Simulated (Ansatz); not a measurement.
Input of an Ansatz 0.2.0 run:

File input.yaml:

```yaml
crystal:
  lattice:
    - [-2.9888745628, 2.9888745628, 5.6642966801]
    - [2.9888745628, -2.9888745628, 5.6642966801]
    - [2.9888745628, 2.9888745628, -5.6642966801]
  atoms:
    - { symbol: Cd, position: [0.5, 0.5, 0.0] }
    - { symbol: Cd, position: [0.25, 0.75, 0.5] }
    - { symbol: As, position: [0.09621757, 0.125, 0.47121757] }
    - { symbol: As, position: [0.375, 0.90378243, 0.02878243] }
    - { symbol: As, position: [0.65378243, 0.625, 0.52878243] }
    - { symbol: As, position: [0.875, 0.34621757, 0.97121757] }
    - { symbol: Ge, position: [0.75, 0.25, 0.5] }
    - { symbol: Ge, position: [0.0, 0.0, 0.0] }
hamiltonian:
  xc: pbesol
  pseudopotentials: { kind: paw }
kpoints:
  mp_grid: { grid: [6, 6, 6] }
scf:
  occupations: { method: fermi_dirac, width: 0.05 }
output:
  forces: true
  stress: true
  eigenvalues: true
relax:
  f_tol: 0.01
  max_steps: 40
  cell: { stress_tol: 0.05 }
```

Potentials or basis: Ansatz PAW.

Launch:

```bash
$ ansatz run input.yaml --threads 4 --pin off --max-ram 11264MiB --backend cpu --events-out ev --progress --plain --runs-dir out
```

Question: Estimate the relaxed cell.

Answer: a = 7.044 Å, b = 7.044 Å, c = 7.044 Å, α = 130.08°, β = 130.08°, γ = 73.28°.

Question: Estimate the band gap on the k mesh.

Answer: 0.20 eV, indirect (least direct gap 0.22 eV).

Question: Estimate the relaxed volume.

Answer: 24.97 Å³/atom.

Forces on the atoms (eV/Å):
```
Cd   0.000  0.000  0.000
Cd   0.000  0.000  0.000
As   0.000  0.004  0.000
As  -0.004  0.000  0.000
As   0.000 -0.004  0.000
As   0.004  0.000  0.000
Ge   0.000  0.000  0.000
Ge   0.000  0.000  0.000
```

Caveat: the plane-wave basis is chosen anew once the cell has moved, so the energies of steps on either side of that aren't comparable; the PAW data sets come from PBE, with cores solved anew for the run's functional, which leaves a small shift of forces and pressure. A k mesh can miss the band edges.
